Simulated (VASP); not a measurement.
# Zn7O8 (a cell with a defect) in VASP: notebook

Runs on Zn7O8 (a cell with a defect). Level: PBE. Tasks: single point.

All numbers are computed with VASP 6.6.1; they aren't measurements. Logs are shortened: lines on timing, memory, paths and dates and some standing lists are left out, and cuts for length are marked.

**1. Starting point**

The cell holds a defect, 15 atoms: a = 6.706 Å, b = 6.706 Å, c = 5.229 Å, α = 90.00°, β = 90.00°, γ = 60.00°.

**2. Single point, PBE**

File INCAR:

```
SYSTEM = Zn7O8
PREC     = Accurate       ! precision mode
ENCUT    = 520            ! plane-wave cutoff, eV
EDIFF    = 1E-6           ! SCF threshold, eV
ISMEAR   = 1              ! smearing method
SIGMA    = 0.15           ! smearing width, eV
LREAL    = Auto         
LASPH    = .TRUE.         ! aspherical terms in the spheres
NELM     = 80             ! most SCF steps
ALGO     = Fast           ! electronic algorithm
ISIF     = 2              ! what is computed and relaxed
LWAVE    = .FALSE.        ! write WAVECAR
LCHARG   = .FALSE.        ! write CHGCAR
GGA      = PE             ! functional
NBANDS   = 79             ! bands
```

File KPOINTS:

```
regular mesh
0
G
  3 3 3
  0 0 0
```

File POSCAR:

```
Zn7O8
1.0
    3.3531180000      5.8077700000      0.0000000000
   -3.3531180000      5.8077700000      0.0000000000
    0.0000000000      0.0000000000      5.2293040000
Zn O
7 8
Direct
    0.1685492593      0.1682695197     -0.0127735928
    0.3300047749      0.3297250353      0.4835479062
    0.1790365100      0.6663757567     -0.0226925036
    0.3252896023      0.8283864214      0.4914458980
    0.6666550720      0.1787575390     -0.0226928861
    0.8286656968      0.3250111878      0.4914458980
    0.8088878120      0.8086092652      0.3223050333
    0.1638823679      0.1636032247      0.3702578775
    0.3353274089      0.3350479675      0.8721539234
    0.1635968583      0.6577500614      0.3705984582
    0.3019358778      0.8541073195      0.8622646532
    0.6580293768      0.1633178873      0.3705986495
    0.8543869100      0.3016562873      0.8622646532
    0.6506577798      0.6503789348      0.4057017913
    0.8441619130      0.8438830681      0.9513026973
```

Potentials or basis: VASP PAW PBE potentials, release 64 (Zn, O).

Run with:

```sh
$ cat potpaw_PBE.64/Zn/POTCAR potpaw_PBE.64/O/POTCAR > POTCAR
$ mpirun -np 1 vasp_std > vasp.out
```

OUTCAR:

```text
SYSTEM = Zn7O8
   PREC = Accurate
   ENCUT = 520
   EDIFF = 1E-6
   ISMEAR = 1
   LREAL = Auto
   LASPH = .TRUE.
   NELM = 80
   ISIF = 2
   GGA = PE

 ion  position               nearest neighbor table
   1  0.169  0.168  0.987-  11 1.94  13 1.94   8 2.00   9 2.03
   2  0.330  0.330  0.484-  12 1.99  10 1.99   8 2.02   9 2.03
   3  0.179  0.666  0.977-  11 1.91  15 1.95   9 2.00  10 2.06   7 2.82
   4  0.325  0.828  0.491-  14 1.94  11 1.95  10 2.03   8 2.05
   5  0.667  0.179  0.977-  13 1.91  15 1.95   9 2.00  12 2.06   7 2.82
   6  0.829  0.325  0.491-  14 1.94  13 1.95  12 2.03   8 2.05
   7  0.809  0.809  0.322-  14 1.89  15 1.98  12 2.08  10 2.08   5 2.82   3 2.82
   8  0.164  0.164  0.370-   1 2.00   2 2.02   6 2.05   4 2.05
   9  0.335  0.335  0.872-   5 2.00   3 2.00   1 2.03   2 2.03
  10  0.164  0.658  0.371-   2 1.99   4 2.03   3 2.06   7 2.08
  11  0.302  0.854  0.862-   3 1.91   1 1.94   4 1.95
  12  0.658  0.163  0.371-   2 1.99   6 2.03   5 2.06   7 2.08
  13  0.854  0.302  0.862-   5 1.91   1 1.94   6 1.95
  14  0.651  0.650  0.406-   7 1.89   6 1.94   4 1.94
  15  0.844  0.844  0.951-   5 1.95   3 1.95   7 1.98

  LATTYP: Found a hexagonal cell.
 ALAT       =     6.7062353593
 C/A-ratio  =     0.7797674433

  Lattice vectors:

 A1 = (   3.3531180000,  -5.8077700000,   0.0000000000)
 A2 = (   3.3531180000,   5.8077700000,   0.0000000000)
 A3 = (   0.0000000000,   0.0000000000,   5.2293040000)

Analysis of symmetry for initial positions (statically):
=====================================================================
 Subroutine PRICEL returns:
 Original cell was already a primitive cell.

 Routine SETGRP: Setting up the symmetry group for a
 hexagonal supercell.

 Subroutine GETGRP returns: Found  2 space group operations
 (whereof  1 operations were pure point group operations)
 out of a pool of 24 trial point group operations.

The static configuration has the point symmetry C_1 .
 The point group associated with its full space group is C_1h.

Analysis of symmetry for dynamics (positions and initial velocities):
=====================================================================
 Subroutine PRICEL returns:
 Original cell was already a primitive cell.

 Routine SETGRP: Setting up the symmetry group for a
 hexagonal supercell.

 Subroutine GETGRP returns: Found  2 space group operations
 (whereof  1 operations were pure point group operations)
 out of a pool of 24 trial point group operations.

The dynamic configuration has the point symmetry C_1 .
 The point group associated with its full space group is C_1h.

 Subroutine INISYM returns: Found  2 space group operations
 (whereof  1 operations are pure point group operations),
 and found     1 'primitive' translations

----------------------------------------------------------------------------------------

                                     Primitive cell

  volume of cell :     203.6724

  direct lattice vectors                    reciprocal lattice vectors
     3.353118000  5.807770000  0.000000000     0.149114943  0.086091564  0.000000000
    -3.353118000  5.807770000  0.000000000    -0.149114943  0.086091564  0.000000000
     0.000000000  0.000000000  5.229304000     0.000000000  0.000000000  0.191230037

  length of vectors
     6.706235359  6.706235359  5.229304000     0.172183111  0.172183111  0.191230037

  position of ions in fractional coordinates (direct lattice)
     0.168549259  0.168269520  0.987226407
     0.330004775  0.329725035  0.483547906
     0.179036510  0.666375757  0.977307496
     0.325289602  0.828386421  0.491445898
     0.666655072  0.178757539  0.977307114
     0.828665697  0.325011188  0.491445898
     0.808887812  0.808609265  0.322305033
     0.163882368  0.163603225  0.370257878
     0.335327409  0.335047968  0.872153923
     0.163596858  0.657750061  0.370598458
     0.301935878  0.854107320  0.862264653
     0.658029377  0.163317887  0.370598650
     0.854386910  0.301656287  0.862264653
     0.650657780  0.650378935  0.405701791
     0.844161913  0.843883068  0.951302697
[... 31 lines left out ...]
    -0.049704981  0.028697188  0.000000000     0.000000000  0.333333333  0.000000000
     0.000000000  0.000000000  0.063743346     0.000000000  0.000000000  0.333333333

  Length of vectors
     0.057394370  0.057394370  0.063743346

  Shift w.r.t. Gamma in fractional coordinates (k-lattice)
     0.000000000  0.000000000  0.000000000

 Subroutine IBZKPT returns following result:
 ===========================================

 Found     10 irreducible k-points:

 Following reciprocal coordinates:
            Coordinates               Weight
  0.000000  0.000000  0.000000      1.000000
  0.333333  0.000000  0.000000      4.000000
  0.333333  0.333333  0.000000      2.000000
 -0.333333  0.333333  0.000000      2.000000
  0.000000  0.000000  0.333333      2.000000
  0.333333  0.000000  0.333333      4.000000
  0.333333  0.333333  0.333333      2.000000
 -0.333333  0.000000  0.333333      4.000000
 -0.333333 -0.333333  0.333333      2.000000
 -0.333333  0.333333  0.333333      4.000000
   k-points           NKPTS =     10   k-points in BZ     NKDIM =     10   number of bands    NBANDS=     79
   number of dos      NEDOS =    301   number of ions     NIONS =     15
   total plane-waves  NPLWV = 100000
   dimension x,y,z NGX =    50 NGY =   50 NGZ =   40
   dimension x,y,z NGXF=   100 NGYF=  100 NGZF=   80
   ions per type =               7   8
   NGX,Y,Z   is equivalent  to a cutoff of  12.39, 12.39, 12.72 a.u.
   NGXF,Y,Z  is equivalent  to a cutoff of  24.79, 24.79, 25.43 a.u.
 SYSTEM =  Zn7O8
   PREC   = accura    normal or accurate (medium, high low for compatibility)
   ISTART =      0    job   : 0-new  1-cont  2-samecut
   ICHARG =      2    charge: 1-file 2-atom 10-const
   ISPIN  =      1    spin polarized calculation?
   LNONCOLLINEAR =      F non collinear calculations
   LSORBIT =      F    spin-orbit coupling
   LASPH  =      T    aspherical Exc in radial PAW
   ENCUT  =  520.0 eV  38.22 Ry    6.18 a.u.  12.47 12.47  9.72*2*pi/ulx,y,z
   NELM   =     80;   NELMIN=  2; NELMDL= -5     # of ELM steps
   EDIFF  = 0.1E-05   stopping-criterion for ELM
   LREAL  =      T    real-space projection
   EDIFFG = 0.1E-04   stopping-criterion for IOM
   NSW    =      0    number of steps for IOM
   IBRION =     -1    ionic relax: 0-MD 1-quasi-New 2-CG
   NFREE  =      0    steps in history (QN), initial steepest desc. (CG)
   ISIF   =      2    stress and relaxation
   ISYM   =      2    0-nonsym 1-usesym 2-fastsym
   POTIM  = 0.5000    time-step for ionic-motion
   TEBEG  =    0.0;   TEEND  =   0.0 temperature during run
   PSTRESS=    0.0 pullay stress
   NELECT =     132.0000    total number of electrons
   NUPDOWN=      -1.0000    fix difference up-down
   EMIN   =  10.00;   EMAX   =-10.00  energy-range for DOS
   EFERMI =   0.00;   METHOD = LEGACY
   ISMEAR =     1;   SIGMA  =   0.15  broadening in eV -4-tet -1-fermi 0-gaus
   EFERMI_NEDOS =   21; number of points for ismear=-14 and -15
   IALGO  =     68    algorithm
   IMIX   =      4    mixing-type and parameters
     AMIX     =   0.40;   BMIX     =  1.00
     AMIX_MAG =   1.60;   BMIX_MAG =  1.00
  volume/ion in A,a.u.               =      13.58        91.63
  Fermi-wavevector in a.u.,A,eV,Ry     =   1.416735  2.677242 27.308789  2.007139
  Thomas-Fermi vector in A             =   2.538039
   LORBIT       =      0    0 simple, 1 ext, 2 COOP (PROOUT), +10 PAW based schemes
   GGA     = PE    functional components
   LHFCALC =     F    Hartree Fock is set to
   AEXX    =    0.0000 exact exchange contribution
   IVDW    =     0    specifies the selected vdW correction
   LEPSILON=     F    determine dielectric tensor
   LRPA    =     F    only Hartree local field effects (RPA)
 non-spin polarized calculation
 RMM-DIIS sequential band-by-band and
 Methfessel and Paxton  Order N= 1 SIGMA  =   0.15
  energy-cutoff  :      520.00
  volume of cell :      203.67
 maximum number of plane-waves:      5504
 NGX is ok and might be reduce to    50
   NGX = 25   NGY = 25   NGZ = 19

 number of electron     132.0000007 magnetization

 Free energy of the ion-electron system (eV)
  ---------------------------------------------------
  ext. energy  EPLUGINS =         0.00000000
  ---------------------------------------------------
  free energy    TOTEN  =       -64.45137943 eV

  energy without entropy =      -64.42061957  energy(sigma->0) =      -64.44112615

 E-fermi :  -0.3012     XC(G=0):  -9.9908

 val. band max:       -0.3159915620   @ k =  -0.3333  -0.3333   0.3333
 cond. band min:      -0.2940773583   @ k =  -0.3333   0.0000   0.3333
 fundamental gap:      0.0219142038
 Fermi energy:        -0.3012006136

 k-point     1 :       0.0000    0.0000    0.0000
  band No.  band energies     occupation
      1     -17.7267      2.00000
      2     -17.2680      2.00000
      3     -17.1092      2.00000
      4     -17.0217      2.00000
      5     -16.9782      2.00000
      6     -16.8920      2.00000
[... 799 lines left out ...]
     77       8.5020      0.00000
     78       8.6173      0.00000
 [bands above 78 left out]

------------------------ aborting loop because EDIFF is reached ----------------------------------------

  FORCE on cell =-STRESS in cart. coord.  units (eV):
  Direction    XX          YY          ZZ          XY          YZ          ZX
  --------------------------------------------------------------------------------------
  -------------------------------------------------------------------------------------
  Total       -3.4334200     -4.0425919      1.1921729      0.0000000     -1.5085040      0.0000000
  in kB      -27.0088062    -31.8008224      9.3781615      0.0000000    -11.8665619      0.0000000
  external PRESSURE =     -16.4771557 kB  Pullay stress =       0.0000000 kB

 VOLUME and BASIS-vectors are now :
 -----------------------------------------------------------------------------
  energy-cutoff  :      520.00
  volume of cell :      203.67
      direct lattice vectors                 reciprocal lattice vectors
     3.353118000  5.807770000  0.000000000     0.149114943  0.086091564  0.000000000
    -3.353118000  5.807770000  0.000000000    -0.149114943  0.086091564  0.000000000
     0.000000000  0.000000000  5.229304000     0.000000000  0.000000000  0.191230037

 POSITION                                       TOTAL-FORCE (eV/Angst)
 -----------------------------------------------------------------------------------
      0.00094      1.95617      5.16251         0.000000      0.008702     -0.015517
      0.00094      3.83156      2.52862         0.000000     -0.030112     -0.006519
     -1.63411      4.90996      5.11064         0.021578     -0.059483     -0.031455
     -1.68694      6.70029      2.56992        -0.001171      0.037207     -0.050584
      1.63598      4.90996      5.11064        -0.021578     -0.059483     -0.031455
      1.68881      6.70029      2.56992         0.001171      0.037207     -0.050584
      0.00093      9.39405      1.68543         0.000000      0.224184      0.308437
      0.00094      1.90196      1.93619         0.000000     -0.017688     -0.008084
      0.00094      3.89339      4.56076         0.000000     -0.027647     -0.024278
     -1.65695      4.77019      1.93797        -0.032759     -0.012812      0.013502
     -1.85150      6.71403      4.50904         0.020300      0.002450     -0.028954
      1.65883      4.77020      1.93797         0.032759     -0.012812      0.013502
      1.85337      6.71403      4.50904        -0.020300      0.002450     -0.028954
      0.00094      7.55612      2.12154         0.000000      0.018496     -0.027224
      0.00093      9.80378      4.97465         0.000000     -0.110658     -0.031833
 -----------------------------------------------------------------------------------
    total drift:                                0.017010      0.001637     -0.001651

  FREE ENERGIE OF THE ION-ELECTRON SYSTEM (eV)
  ---------------------------------------------------
  free  energy   TOTEN  =       -64.4513794333 eV

  energy  without entropy=      -64.4206195694  energy(sigma->0) =      -64.44112615
```

Wall time 3.5 min (1 thread of Intel Xeon Platinum 8488C (Sapphire Rapids), shared host); peak memory 0.35 GiB.

What came out:

| Quantity | Value |
| --- | --- |
| Free energy | -64.4514 eV |
| Pressure | -1.6 GPa |
| Largest force | 0.381 eV/Å |
| Band gap on the k mesh | none (metal or under the smearing width) |

Forces on the atoms (eV/Å):
```
Zn   0.000  0.009 -0.016
Zn   0.000 -0.030 -0.007
Zn   0.022 -0.059 -0.031
Zn  -0.001  0.037 -0.051
Zn  -0.022 -0.059 -0.031
Zn   0.001  0.037 -0.051
Zn   0.000  0.224  0.308
O    0.000 -0.018 -0.008
O    0.000 -0.028 -0.024
O   -0.033 -0.013  0.014
O    0.020  0.002 -0.029
O    0.033 -0.013  0.014
O   -0.020  0.002 -0.029
O    0.000  0.018 -0.027
O    0.000 -0.111 -0.032
```

Levels at points of the mesh, in eV from the Fermi level:
```tsv
k point	band 63	band 64	band 65	band 66	band 67	band 68	band 69	band 70
(0.00, 0.00, 0.00)	-0.31	-0.29	0.14	0.21	0.22	1.63	5.44	6.10
```

Caveat: the k mesh is coarse (spacing up to 0.40 Å⁻¹), so the values aren't converged.

**3. Single point, PBE**

File INCAR:

```
PREC     = Accurate       # precision mode
ENCUT    = 520            # plane-wave cutoff, eV
EDIFF    = 1E-6           # SCF threshold, eV
ISMEAR   = 1              # smearing method
SIGMA    = 0.15           # smearing width, eV
LREAL    = Auto         
LASPH    = True           # aspherical terms in the spheres
NELM     = 60             # most SCF steps
ALGO     = Fast           # electronic algorithm
ISIF     = 2              # what is computed and relaxed
LWAVE    = False          # write WAVECAR
LCHARG   = True           # write CHGCAR
GGA      = PE             # functional
LELF     = True           # ELF
LVHAR    = True         
NBANDS   = 79             # bands
```

File KPOINTS:

```
regular mesh
0
Gamma
  3 3 3
```

File POSCAR:

```
Zn7O8
1.0
    3.3531180000      5.8077700000      0.0000000000
   -3.3531180000      5.8077700000      0.0000000000
    0.0000000000      0.0000000000      5.2293040000
Zn O
7 8
Direct
    0.1698239941      0.1693736670     -0.0113464430
    0.3299648685      0.3295142431      0.4839636403
    0.1861202450      0.6672148561     -0.0182274735
    0.3155757017      0.8278946836      0.4948167098
    0.6676653154      0.1856706466     -0.0182272823
    0.8283444205      0.3151271702      0.4948170923
    0.7814814575      0.7810308321      0.2503983322
    0.1628256801      0.1623762477      0.3730117813
    0.3367652011      0.3363151722      0.8712520825
    0.1652876490      0.6530348741      0.3639729111
    0.3099735538      0.8541813628      0.8665694326
    0.6534845879      0.1648387961      0.3639729111
    0.8546312426      0.3095236740      0.8665694326
    0.6401379934      0.6396888592      0.4051418697
    0.8502105342      0.8497614000      0.9266118397
```

Potentials or basis: VASP PAW PBE potentials, release 64 (Zn, O).

Run with:

```sh
$ cat potpaw_PBE.64/Zn/POTCAR potpaw_PBE.64/O/POTCAR > POTCAR
$ mpirun -np 1 vasp_std > vasp.out
```

Wall time 3.7 min (1 thread of Intel Xeon Platinum 8488C (Sapphire Rapids), shared host); peak memory 0.36 GiB.

It converged, with:

```
Free energy            : -64.0423 eV
Pressure               : -1.3 GPa
Largest force          : 0.928 eV/Å
Band gap on the k mesh : none (metal or under the smearing width)
```

Forces on the atoms (eV/Å):
```
Zn   0.000  0.036 -0.012
Zn   0.000 -0.033 -0.027
Zn   0.035 -0.031 -0.073
Zn  -0.013  0.012 -0.038
Zn  -0.035 -0.031 -0.073
Zn   0.013  0.012 -0.038
Zn   0.000  0.627  0.684
O    0.000 -0.045 -0.035
O    0.000 -0.029 -0.041
O   -0.155 -0.165 -0.028
O   -0.001 -0.013 -0.080
O    0.155 -0.165 -0.028
O    0.001 -0.013 -0.080
O    0.000 -0.063 -0.083
O    0.000 -0.098 -0.048
```

Stress tensor (GPa, compression positive):
```
-2.34  0.00  0.00
 0.00 -3.01 -2.28
 0.00 -2.28  1.33
```

Levels at points of the mesh, in eV from the Fermi level:
```
           k point  band 64  band 65  band 66  band 67  band 68  band 69
(0.00, 0.00, 0.00)    -0.16     0.17     0.23     0.23     1.72     5.48
```

Caveat: the k mesh is coarse (spacing up to 0.40 Å⁻¹), so the values aren't converged.
